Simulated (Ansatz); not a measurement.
## ZnS (P6_3mc), comparing deformations

All numbers below come from DFT r2SCAN, scalar-relativistic, plane waves, PAW (Ansatz 0.2.0). Settings: plane waves to 500 eV, k-mesh 6×6×2 (Γ-centred), Gaussian smearing 0.05 eV. No spin polarisation. Energies are free energies at this smearing, counted from the undisturbed cell; pressure is positive in compression.

Zero of the scan (relaxed at this level):

```yaml
crystal:
  lattice:
    - [3.80874, 0.00000, 0.00000]
    - [-1.90437, 3.29846, 0.00000]
    - [0.00000, 0.00000, 12.46647]
  atoms:
    - { symbol: Zn, position: [0.00000, 0.00000, 0.00011] }
    - { symbol: Zn, position: [0.00000, 0.00000, 0.50011] }
    - { symbol: Zn, position: [0.33333, 0.66667, 0.25007] }
    - { symbol: Zn, position: [0.66667, 0.33333, 0.75007] }
    - { symbol: S, position: [0.00000, 0.00000, 0.18724] }
    - { symbol: S, position: [0.00000, 0.00000, 0.68724] }
    - { symbol: S, position: [0.33333, 0.66667, 0.43758] }
    - { symbol: S, position: [0.66667, 0.33333, 0.93758] }
```

The cell is strained by ε times a Voigt pattern (xx, yy, zz, yz, xz, xy; engineering shear) with fractional coordinates fixed. τ = (1/V0) dE/dε comes from the stress tensor. Of each scan, only the three points used here are listed.

```
           pattern        ε  τ (GPa)
(1, 1, 0, 0, 0, 0)  -0.0150    -6.60
(1, 1, 0, 0, 0, 0)   0.0000     0.01
(1, 1, 0, 0, 0, 0)   0.0150     5.72
(0, 0, 1, 0, 0, 0)  -0.0150    -2.87
(0, 0, 1, 0, 0, 0)   0.0000     0.00
(0, 0, 1, 0, 0, 0)   0.0150     2.47
(1, 0, 0, 0, 0, 0)  -0.0100    -1.65
(1, 0, 0, 0, 0, 0)   0.0000     0.00
(1, 0, 0, 0, 0, 0)   0.0100     1.53
```

Question: Which constants do the scans give, and which deformation costs least for the same size of strain tensor?

Answer: The slope dτ/dε at zero (parabola through three points) is pᵀCp: (1, 1, 0, 0, 0, 0) gives C11 + C22 + 2 C12 = 411 GPa; (0, 0, 1, 0, 0, 0) gives C33 = 178 GPa; (1, 0, 0, 0, 0, 0) gives C11 = 159 GPa. The size of the strain tensor, ε:ε, is ε² times 2.0, 1.0, 1.0. Per unit of it the stiffnesses are 205, 178, 159 GPa, so (1, 0, 0, 0, 0, 0) is the softest of these: at ε:ε = (1 %)² the quadratic term costs 0.97 meV/atom against 1.25 for the stiffest. These are clamped-ion values.

Forces appear on the atoms along this scan, and letting them relax would lower the energy and soften the response.